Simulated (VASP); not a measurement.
Set up this calculation in VASP 6.6.1, as the native input.

```
Task                   : single point
Functional             : PBEsol
Potentials or basis    : VASP PAW PBE potentials, release 64 (C)
Cutoff                 : 520 eV
k mesh                 : 11 × 11 × 11
Occupations            : fermi-dirac, width 0.02 eV
Spin                   : no spin polarisation
Further INCAR settings : ALGO = Normal; EDIFF = 1e-06
```

The structure of C lies in POSCAR:

```
C
1.0
    0.0000000000      1.7833700000      1.7833700000
    1.7833700000      0.0000000000      1.7833700000
    1.7833700000      1.7833700000      0.0000000000
C
2
Direct
    0.0000000000      0.0000000000      0.0000000000
    0.2500000000      0.2500000000      0.2500000000
```

This isn't the form of C at room conditions, which is graphite.

These files were run (other wordings do the same):

INCAR

```
PREC = Accurate
ENCUT = 520
EDIFF = 1E-6
ISMEAR = -1
SIGMA = 0.02
LREAL = False
LASPH = True
NELM = 60
ALGO = Normal
ISIF = 2
LWAVE = False
LCHARG = False
GGA = PS
KPAR = 4
```

KPOINTS

```
regular mesh
0
Gamma
  11 11 11
```

Potentials or basis: VASP PAW PBE potentials, release 64 (C).

The run is started by

```console
$ cat potpaw_PBE.64/C/POTCAR > POTCAR
$ mpirun -np 4 vasp_std > vasp.out
```

Results of the run:

| Quantity | Value |
| --- | --- |
| Pressure | -3.8 GPa |
| Band gap on the k mesh | 4.00 eV, indirect (least direct gap 5.54 eV) |

Caveat: the PAW data sets were made with another functional, which shifts forces and pressure a little; an odd mesh through Γ misses points on the zone boundary, where band edges often lie.

It took 1.5 s on 4 MPI ranks on Intel(R) Xeon(R) Platinum 8375C CPU @ 2.90GHz (Ice Lake), with other jobs on the host, peak memory 0.11 GiB a rank.
